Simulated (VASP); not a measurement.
The system is SnO2.

```
Sn O
1.0
     4.73735    0.00000    0.00000
     0.00000    4.73735    0.00000
     0.00000    0.00000    3.18640
Sn O
2 4
Cartesian
  0.0000 0.0000 0.0000
  2.3687 2.3687 1.5932
  1.4478 1.4478 0.0000
  0.9208 3.8165 1.5932
  3.2895 3.2895 0.0000
  3.8165 0.9208 1.5932
```

- Program: VASP 6.6.1
- Task: relaxation of cell and atoms
- Functional: PBEsol
- Potentials or basis: VASP PAW PBE potentials, release 64 (Sn_d, O)
- Cutoff: 600 eV
- k mesh: 6 × 6 × 8
- Occupations: gaussian, width 0.02 eV
- Spin: no spin polarisation

At the start: pressure 5.0 GPa; volume 11.92 Å³/atom.

**Question.** Where does the relaxation end?

**Answer.** Over 8 steps the energy falls by 4.4 meV/atom and the volume is 12.21 Å³/atom (+2.4 %); space group P4_2/mnm (No. 136, to 0.05 Å).

The path:
| step | energy change (eV) | largest force (eV/Å) | pressure (GPa) | volume (Å³) |
| --- | --- | --- | --- | --- |
| 1 | 0.0000 | 0.0068 | 4.96 | 71.51 |
| 2 | 0.0157 | 0.1788 | -5.63 | 75.40 |
| 3 | -0.0258 | 0.0888 | -0.02 | 73.19 |
| 4 | -0.0258 | 0.0873 | 0.08 | 73.15 |
| 5 | -0.0265 | 0.0061 | 0.07 | 73.21 |
| 6 | -0.0265 | 0.0005 | 0.06 | 73.21 |
| 7 | -0.0265 | 0.0014 | -0.07 | 73.26 |
| 8 | -0.0265 | 0.0005 | 0.00 | 73.23 |

Final structure:
```
Sn O
1.0
     4.77215    0.00000    0.00000
     0.00000    4.77215    0.00000
     0.00000    0.00000    3.21573
Sn O
2 4
Direct
  0.00000 0.00000 0.00000
  0.50000 0.50000 0.50000
  0.30624 0.30624 0.00000
  0.19376 0.80624 0.50000
  0.69376 0.69376 0.00000
  0.80624 0.19376 0.50000
```

Caveat: the PAW data sets were made with another functional, which shifts forces and pressure a little.
